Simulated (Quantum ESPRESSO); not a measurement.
# AlN(001), stepped through the number of layers, part 4 of 11

Wanted: a table for AlN(001) against the number of layers, and what can be fitted to it.

Quantum ESPRESSO 7.5; plane-wave DFT, PBE, GBRV ultrasoft pseudopotentials.

So far. Step 2 (Relaxing cell and ions of the reference):  The last row is no step: it is a fresh SCF in the final cell with a new plane-wave basis, -0 meV from the row before. Step 4 (Relaxation with pw.x, 3 layers): The relaxation lowers the energy by 11 meV an atom.

The structure was built from a prototype and need not be the compound's stable phase.

**5. Ground state, 3 layers**

A run with the dipole correction and no field is the reference.

m0.f0.in

```
&control
  prefix = 'm0.f0'
  outdir = './out'
  pseudo_dir = './pseudo'
  calculation = 'scf'
  tprnfor = .true.
  tefield = .true.
  dipfield = .true.
/
&system
  ibrav = 0
  nat = 6
  ntyp = 2
  ecutwfc = 40
  ecutrho = 200
  occupations = 'fixed'
  edir = 3
  emaxpos = 0.97
  eopreg = 0.04
  eamp = 0.0
  nbnd = 16
/
&electrons
  conv_thr = 1e-09
  mixing_beta = 0.4
  electron_maxstep = 120
  mixing_mode = 'plain'
/
ATOMIC_SPECIES
  Al  26.9815  al_pbe_v1.uspp.F.UPF
  N   14.0070  n_pbe_v1.2.uspp.F.UPF
CELL_PARAMETERS angstrom
  2.88190044700000 0.00000000000000 0.00000000000000
  0.00000000000000 2.88190044700000 0.00000000000000
  0.00000000000000 0.00000000000000 20.09688351350860
ATOMIC_POSITIONS crystal
  Al  0.000000000000 0.000000000000 0.400209055500
  N   0.500000000000 0.500000000000 0.396581451900
  Al  0.500000000000 0.500000000000 0.500000000000
  N   0.000000000000 0.000000000000 0.500000000000
  Al  0.000000000000 0.000000000000 0.599790944500
  N   0.500000000000 0.500000000000 0.603418548100
K_POINTS automatic
  6 6 1 0 0 0
```

The run is started by

```sh
$ OMP_NUM_THREADS=1 mpirun -n 8 pw.x -nk 2 -in m0.f0.in > m0.f0.out
```

The program printed:

```text
[banner, memory and clock lines left out]
Program PWSCF v.7.5 starts
[citation notice left out]

[...]
bravais-lattice index     =            0
     lattice parameter (alat)  =       5.4460  a.u.
     unit-cell volume          =    1126.3757 (a.u.)^3
     number of atoms/cell      =            6
     number of atomic types    =            2
     number of electrons       =        24.00
     number of Kohn-Sham states=           16
     kinetic-energy cutoff     =      40.0000  Ry
     charge density cutoff     =     200.0000  Ry
     scf convergence threshold =      1.0E-09
     mixing beta               =       0.4000
     number of iterations used =            8  plain     mixing
     Exchange-correlation= SLA  PW   PBE  PBE
                           (   1   4   3   4   0   0   0)

[...]
PseudoPot. # 1 for Al read from file:
     ./pseudo/al_pbe_v1.uspp.F.UPF
     Pseudo is Ultrasoft + core correction, Zval =  3.0
     Generated by new atomic code, or converted to UPF format
     Using radial grid of  893 points,  3 beta functions with:
                l(1) =   0
                l(2) =   1
                l(3) =   2
     Q(r) pseudized with  8 coefficients,  rinner =    0.900   0.900   0.900
                                                       0.900   0.900

     PseudoPot. # 2 for N  read from file:
     ./pseudo/n_pbe_v1.2.uspp.F.UPF
     Pseudo is Ultrasoft + core correction, Zval =  5.0
     Generated by new atomic code, or converted to UPF format
     Using radial grid of  729 points,  4 beta functions with:
                l(1) =   0
                l(2) =   0
                l(3) =   1
                l(4) =   1
     Q(r) pseudized with  8 coefficients,  rinner =    0.900   0.900   0.900

     atomic species   valence    mass     pseudopotential
     Al                3.00    26.98150     Al( 1.00)
     N                 5.00    14.00700     N ( 1.00)

     No symmetry found

[...]
number of k points=    20
[...]
Dense  grid:    53915 G-vectors     FFT dimensions: (  25,  25, 180)

     Smooth grid:    38453 G-vectors     FFT dimensions: (  24,  24, 160)

     Initial potential from superposition of free atoms

     starting charge      23.9926, renormalised to      24.0000

     negative rho (up, down):  1.575E-04 0.000E+00

     Adding external electric field

     Computed dipole along edir(3) :
        Dipole               -0.0000 Ry au,         -0.0000 Debye
        Dipole field         -0.0000 Ry au,

        Potential amp.        0.0000 Ry
        Total length         36.4585 bohr

     Starting wfcs are   24 randomized atomic wfcs

     per-process dynamical memory:    16.3 Mb

     Self-consistent Calculation

     iteration #  1     ecut=    40.00 Ry     beta= 0.40
     Davidson diagonalization with overlap
     ethr =  1.00E-02,  avg # of iterations =  2.7

     negative rho (up, down):  1.408E-04 0.000E+00

     Adding external electric field

     Computed dipole along edir(3) :
        Dipole                0.0002 Ry au,          0.0006 Debye
        Dipole field          0.0000 Ry au,

        Potential amp.       -0.0002 Ry
        Total length         36.4585 bohr

     total energy              =     -80.58014918 Ry
     estimated scf accuracy    <       1.74301271 Ry

     iteration #  2     ecut=    40.00 Ry     beta= 0.40
[...]
negative rho (up, down):  2.023E-04 0.000E+00

[...]
Dipole               -0.0003 Ry au,         -0.0007 Debye
[...]
total energy              =     -80.97097744 Ry
     estimated scf accuracy    <       0.06028002 Ry

     iteration #  3     ecut=    40.00 Ry     beta= 0.40
[...]
negative rho (up, down):  2.688E-04 0.000E+00

[...]
Dipole                0.0007 Ry au,          0.0018 Debye
[...]
total energy              =     -80.97189647 Ry
     estimated scf accuracy    <       0.01860908 Ry

     iteration #  4     ecut=    40.00 Ry     beta= 0.40
[...]
negative rho (up, down):  3.274E-04 0.000E+00

[...]
Dipole               -0.0004 Ry au,         -0.0011 Debye
[...]
total energy              =     -80.97333501 Ry
     estimated scf accuracy    <       0.00256764 Ry

     iteration #  5     ecut=    40.00 Ry     beta= 0.40
[...]
negative rho (up, down):  3.436E-04 0.000E+00

[...]
Dipole                0.0003 Ry au,          0.0007 Debye
[...]
total energy              =     -80.97332568 Ry
     estimated scf accuracy    <       0.00084768 Ry

     iteration #  6     ecut=    40.00 Ry     beta= 0.40
[...]
negative rho (up, down):  3.525E-04 0.000E+00

[...]
Dipole               -0.0009 Ry au,         -0.0022 Debye
[...]
total energy              =     -80.97326776 Ry
     estimated scf accuracy    <       0.00017283 Ry

[...]
iteration #  9     ecut=    40.00 Ry     beta= 0.40
[...]
negative rho (up, down):  3.653E-04 0.000E+00

[...]
Dipole                0.0000 Ry au,          0.0000 Debye
[...]
total energy              =     -80.97335360 Ry
     estimated scf accuracy    <       0.00000045 Ry

     iteration # 10     ecut=    40.00 Ry     beta= 0.40
[...]
negative rho (up, down):  3.666E-04 0.000E+00

[...]
Dipole               -0.0000 Ry au,         -0.0000 Debye
[...]
total energy              =     -80.97335375 Ry
     estimated scf accuracy    <       0.00000015 Ry

     iteration # 11     ecut=    40.00 Ry     beta= 0.40
[...]
negative rho (up, down):  3.674E-04 0.000E+00

[...]
Dipole               -0.0000 Ry au,         -0.0000 Debye
[...]
total energy              =     -80.97335378 Ry
     estimated scf accuracy    <       0.00000003 Ry

     iteration # 12     ecut=    40.00 Ry     beta= 0.40
[...]
negative rho (up, down):  3.687E-04 0.000E+00

[...]
Dipole                0.0000 Ry au,          0.0000 Debye
[...]
End of self-consistent calculation

          k = 0.0000 0.0000 0.0000 (  4877 PWs)   bands (ev):

   -16.6832 -14.8994 -13.5052  -5.7655  -3.1652  -2.2185  -2.2185  -1.3843
    -0.9293  -0.9293  -0.1675  -0.1675   2.9987   3.6372   4.4346   5.2181

          k = 0.0000 0.1667 0.0000 (  4845 PWs)   bands (ev):

   -16.3311 -14.5932 -13.3484  -5.5676  -4.4743  -3.0674  -2.2798  -2.0148
    -1.6930  -0.7958  -0.5492  -0.1563   3.7180   3.7835   5.0052   5.6070

[...]
highest occupied, lowest unoccupied level (ev):    -0.1563    2.9987

!    total energy              =     -80.97335378 Ry
     estimated scf accuracy    <          7.6E-10 Ry

     The total energy is the sum of the following terms:
     one-electron contribution =    -753.48146684 Ry
     hartree contribution      =     385.35049024 Ry
     xc contribution           =     -29.53273232 Ry
     ewald contribution        =     316.69035515 Ry
     electric field correction =       0.00000000 Ry

     convergence has been achieved in  12 iterations

     negative rho (up, down):  3.687E-04 0.000E+00

     Forces acting on atoms (cartesian axes, Ry/au):

     atom    1 type  1   force =    -0.00000004    0.00000001    0.00000291
     atom    2 type  2   force =    -0.00000000    0.00000001   -0.00000173
     atom    3 type  1   force =    -0.00000002    0.00000001    0.00000070
     atom    4 type  2   force =     0.00000006   -0.00000003   -0.00000048
     atom    5 type  1   force =     0.00000002   -0.00000000   -0.00000216
     atom    6 type  2   force =    -0.00000003    0.00000001    0.00000076

     Total force =     0.000004     Total SCF correction =     0.000060
     SCF correction compared to forces is large: reduce conv_thr to get better values

[...]
```

Run time: 4.4 s. Hardware: 8 MPI ranks of Arm Neoverse V2, shared host; peak memory 0.45 GiB.

Read from the output:

```
dipole along the normal              : 0 e·Å
conduction bottom, on the run's zero : 2.999 eV
gap by band count                    : 3.155 eV
```

**6. Potential by pp.x, 3 layers**

plot_num = 11 writes the bare and Hartree potential, from which vacuum levels or, in a crystal, the mean potential are read.

m0.f0.pot.in

```
&inputpp
  prefix = 'm0.f0'
  outdir = './out'
  filplot = 'm0.f0.pot.dat'
  plot_num = 11
/
```

The run is started by

```sh
$ OMP_NUM_THREADS=1 mpirun -n 8 pp.x -in m0.f0.pot.in > m0.f0.pot.out
```

The program printed:

```text
[banner, memory and clock lines left out]
Program POST-PROC v.7.5 starts

          URL

     ./out/m0.f0.save/

     IMPORTANT: XC functional enforced from input :
     Exchange-correlation= PBE
                           (   1   4   3   4   0   0   0)
     Any further DFT definition will be discarded
     Please, verify this is what you really want

     negative rho (up, down):  3.687E-04 0.000E+00

     Adding external electric field

     Computed dipole along edir(3) :
        Dipole                0.0000 Ry au,          0.0000 Debye
        Dipole field          0.0000 Ry au,

        Potential amp.       -0.0000 Ry
        Total length         36.4585 bohr

     Calling punch_plot, plot_num =  11

     Adding external electric field

     Computed dipole along edir(3) :
        Dipole                0.0000 Ry au,          0.0000 Debye
        Dipole field          0.0000 Ry au,

        Potential amp.       -0.0000 Ry
        Total length         36.4585 bohr

     Writing data to file  m0.f0.pot.dat
     Message from routine chdens:
     namelist plot not found or invalid, exiting
```

Run time: 0.7 s. Hardware: 8 MPI ranks; peak memory 0.09 GiB.

Read from the output:

```
slope of the potential above                                          : 4.79e-5 eV/Å
upper vacuum line continued to the top atoms, over the valence top    : 4.892 eV
slope of the potential below                                          : -4.38e-5 eV/Å
lower vacuum line continued to the bottom atoms, over the valence top : 4.892 eV
vacuum level at the upper face over the valence top of the mesh       : 4.892 eV
vacuum level at the lower face over the valence top of the mesh       : 4.892 eV
```

Electrostatic potential energy of an electron, with the sawtooth; zero at the highest filled level of the SCF mesh. The potential energy, planar mean by z:

```tsv
z (Å)	potential energy, planar mean (eV)
0	4.89
1	4.89
2	4.89
3	4.89
4	4.89
5	4.88
6	4.72
7	2.07
8	-19.6
9	-0.759
10	-19.8
11	-0.821
12	-18.9
13	1.17
14	4.67
15	4.88
16	4.89
17	4.89
18	4.89
19	4.89
```

**7. SCF with pw.x, 3 layers: field 0.1 V/Å**

The same atoms in a field; the change of the dipole measures the screening.

m0.f1.in is the input of step 5 with these lines changed:

```diff
@@ -1,3 +1,3 @@
 &control
-  prefix = 'm0.f0'
+  prefix = 'm0.f1'
   outdir = './out'
@@ -19,3 +19,3 @@
   eopreg = 0.04
-  eamp = 0.0
+  eamp = 0.00194469
   nbnd = 16
@@ -27,2 +27,3 @@
   mixing_mode = 'plain'
+  startingpot = 'file'
 /
```

The run is started by

```sh
$ cp -r out/m0.f0.save out/m0.f1.save
$ OMP_NUM_THREADS=1 mpirun -n 8 pw.x -nk 2 -in m0.f1.in > m0.f1.out
```

The program printed:

```text
[banner, memory and clock lines left out]
Program PWSCF v.7.5 starts
[citation notice left out]

[...]
bravais-lattice index     =            0
     lattice parameter (alat)  =       5.4460  a.u.
     unit-cell volume          =    1126.3757 (a.u.)^3
     number of atoms/cell      =            6
     number of atomic types    =            2
     number of electrons       =        24.00
     number of Kohn-Sham states=           16
     kinetic-energy cutoff     =      40.0000  Ry
     charge density cutoff     =     200.0000  Ry
     scf convergence threshold =      1.0E-09
     mixing beta               =       0.4000
     number of iterations used =            8  plain     mixing
     Exchange-correlation= SLA  PW   PBE  PBE
                           (   1   4   3   4   0   0   0)

[...]
PseudoPot. # 1 for Al read from file:
     ./pseudo/al_pbe_v1.uspp.F.UPF
     Pseudo is Ultrasoft + core correction, Zval =  3.0
     Generated by new atomic code, or converted to UPF format
     Using radial grid of  893 points,  3 beta functions with:
                l(1) =   0
                l(2) =   1
                l(3) =   2
     Q(r) pseudized with  8 coefficients,  rinner =    0.900   0.900   0.900
                                                       0.900   0.900

     PseudoPot. # 2 for N  read from file:
     ./pseudo/n_pbe_v1.2.uspp.F.UPF
     Pseudo is Ultrasoft + core correction, Zval =  5.0
     Generated by new atomic code, or converted to UPF format
     Using radial grid of  729 points,  4 beta functions with:
                l(1) =   0
                l(2) =   0
                l(3) =   1
                l(4) =   1
     Q(r) pseudized with  8 coefficients,  rinner =    0.900   0.900   0.900

     atomic species   valence    mass     pseudopotential
     Al                3.00    26.98150     Al( 1.00)
     N                 5.00    14.00700     N ( 1.00)

     No symmetry found

[...]
number of k points=    20
[...]
Dense  grid:    53915 G-vectors     FFT dimensions: (  25,  25, 180)

     Smooth grid:    38453 G-vectors     FFT dimensions: (  24,  24, 160)

     The initial density is read from file :
     ./out/m0.f1.save/charge-density

     negative rho (up, down):  3.687E-04 0.000E+00

     Adding external electric field

     Computed dipole along edir(3) :
        Dipole                0.0000 Ry au,          0.0000 Debye
        Dipole field          0.0000 Ry au,

        E field amplitude [Ha a.u.]:  1.9447E-03
        Potential amp.        0.1418 Ry
        Total length         36.4585 bohr

     Starting wfcs are   24 randomized atomic wfcs

     per-process dynamical memory:    16.6 Mb

     Self-consistent Calculation

     iteration #  1     ecut=    40.00 Ry     beta= 0.40
     Davidson diagonalization with overlap
     c_bands:  1 eigenvalues not converged
     c_bands:  1 eigenvalues not converged
     c_bands:  1 eigenvalues not converged
     c_bands:  1 eigenvalues not converged
     c_bands:  1 eigenvalues not converged
     c_bands:  1 eigenvalues not converged
     c_bands:  1 eigenvalues not converged
     ethr =  1.00E-05,  avg # of iterations = 18.9

     negative rho (up, down):  3.679E-04 0.000E+00

     Adding external electric field

     Computed dipole along edir(3) :
        Dipole                0.0991 Ry au,          0.2518 Debye
        Dipole field          0.0011 Ry au,

        E field amplitude [Ha a.u.]:  1.9447E-03
        Potential amp.        0.0612 Ry
        Total length         36.4585 bohr

     total energy              =     -80.97258473 Ry
     estimated scf accuracy    <       0.00202342 Ry

     iteration #  2     ecut=    40.00 Ry     beta= 0.40
[...]
negative rho (up, down):  3.680E-04 0.000E+00

[...]
Dipole                0.0520 Ry au,          0.1322 Debye
[...]
E field amplitude [Ha a.u.]:  1.9447E-03
[...]
total energy              =     -80.97314128 Ry
     estimated scf accuracy    <       0.00218559 Ry

     iteration #  3     ecut=    40.00 Ry     beta= 0.40
[...]
negative rho (up, down):  3.680E-04 0.000E+00

[...]
Dipole                0.0504 Ry au,          0.1281 Debye
[...]
E field amplitude [Ha a.u.]:  1.9447E-03
[...]
total energy              =     -80.97344908 Ry
     estimated scf accuracy    <       0.00000739 Ry

     iteration #  4     ecut=    40.00 Ry     beta= 0.40
[...]
negative rho (up, down):  3.681E-04 0.000E+00

[...]
Dipole                0.0517 Ry au,          0.1314 Debye
[...]
E field amplitude [Ha a.u.]:  1.9447E-03
[...]
total energy              =     -80.97345615 Ry
     estimated scf accuracy    <       0.00000738 Ry

     iteration #  5     ecut=    40.00 Ry     beta= 0.40
[...]
negative rho (up, down):  3.683E-04 0.000E+00

[...]
Dipole                0.0535 Ry au,          0.1359 Debye
[...]
E field amplitude [Ha a.u.]:  1.9447E-03
[...]
total energy              =     -80.97345617 Ry
     estimated scf accuracy    <       0.00000090 Ry

     iteration #  6     ecut=    40.00 Ry     beta= 0.40
[...]
negative rho (up, down):  3.683E-04 0.000E+00

[...]
Dipole                0.0531 Ry au,          0.1351 Debye
[...]
E field amplitude [Ha a.u.]:  1.9447E-03
[...]
total energy              =     -80.97345664 Ry
     estimated scf accuracy    <       0.00000138 Ry

     iteration #  7     ecut=    40.00 Ry     beta= 0.40
[...]
negative rho (up, down):  3.683E-04 0.000E+00

[...]
Dipole                0.0527 Ry au,          0.1338 Debye
[...]
E field amplitude [Ha a.u.]:  1.9447E-03
[...]
total energy              =     -80.97345650 Ry
     estimated scf accuracy    <       0.00000041 Ry

     iteration #  8     ecut=    40.00 Ry     beta= 0.40
[...]
negative rho (up, down):  3.683E-04 0.000E+00

[...]
Dipole                0.0528 Ry au,          0.1341 Debye
[...]
E field amplitude [Ha a.u.]:  1.9447E-03
[...]
total energy              =     -80.97345663 Ry
     estimated scf accuracy    <       0.00000007 Ry

     iteration #  9     ecut=    40.00 Ry     beta= 0.40
[...]
negative rho (up, down):  3.683E-04 0.000E+00

[...]
Dipole                0.0529 Ry au,          0.1344 Debye
[...]
E field amplitude [Ha a.u.]:  1.9447E-03
[...]
total energy              =     -80.97345662 Ry
     estimated scf accuracy    <       0.00000003 Ry

     iteration # 10     ecut=    40.00 Ry     beta= 0.40
[...]
negative rho (up, down):  3.683E-04 0.000E+00

[...]
Dipole                0.0529 Ry au,          0.1344 Debye
[...]
E field amplitude [Ha a.u.]:  1.9447E-03
[...]
End of self-consistent calculation

          k = 0.0000 0.0000 0.0000 (  4877 PWs)   bands (ev):

   -16.6701 -14.8863 -13.4913  -5.7523  -3.1522  -2.2054  -2.2054  -1.3704
    -0.9166  -0.9166  -0.1531  -0.1531   2.9890   3.6508   4.3103   5.3089

          k = 0.0000 0.1667 0.0000 (  4845 PWs)   bands (ev):

   -16.3179 -14.5802 -13.3344  -5.5544  -4.4613  -3.0542  -2.2668  -2.0017
    -1.6791  -0.7833  -0.5354  -0.1418   3.6333   3.8831   4.8414   5.7179

[...]
highest occupied, lowest unoccupied level (ev):    -0.1418    2.9890

!    total energy              =     -80.97345662 Ry
     estimated scf accuracy    <          9.1E-11 Ry

     The total energy is the sum of the following terms:
     one-electron contribution =    -753.48026519 Ry
     hartree contribution      =     385.34934927 Ry
     xc contribution           =     -29.53272141 Ry
     ewald contribution        =     316.69035515 Ry
     electric field correction =      -0.00017444 Ry

     convergence has been achieved in  10 iterations

     negative rho (up, down):  3.683E-04 0.000E+00

     Forces acting on atoms (cartesian axes, Ry/au):

     atom    1 type  1   force =    -0.00000001    0.00000002    0.00163662
     atom    2 type  2   force =     0.00000003   -0.00000001   -0.00164145
     atom    3 type  1   force =    -0.00000001   -0.00000001    0.00201286
     atom    4 type  2   force =    -0.00000001    0.00000000   -0.00202647
     atom    5 type  1   force =    -0.00000001   -0.00000001    0.00165809
     atom    6 type  2   force =     0.00000000   -0.00000000   -0.00163965

     Total force =     0.004355     Total SCF correction =     0.000022

[...]
```

Run time: 4.3 s. Hardware: 8 MPI ranks; peak memory 0.45 GiB; 34 s of CPU time.

Read from the output:

* free energy: -1101.7000 eV
* dipole along the normal: 0.02798 e·Å
* valence top, on the run's zero: -0.1418 eV
* conduction bottom, on the run's zero: 2.989 eV
* gap by band count: 3.131 eV

(Continued in part 5 of 11.)

[Logs are printed without paths, hosts, clocks, repeated set-up lines and the standing remarks that a program may print on its own settings, such as how far it seeks lower states.]

[Hosts, paths, dates, database ids (printed as entryN), source tags and the programs' standing remarks are cut or masked in the printed files.]

[Maps of the electrostatic potential energy from Ansatz leave out the sawtooth potential of an applied field or a dipole correction, so their vacuum need not be flat; planar profiles and work functions include it.]
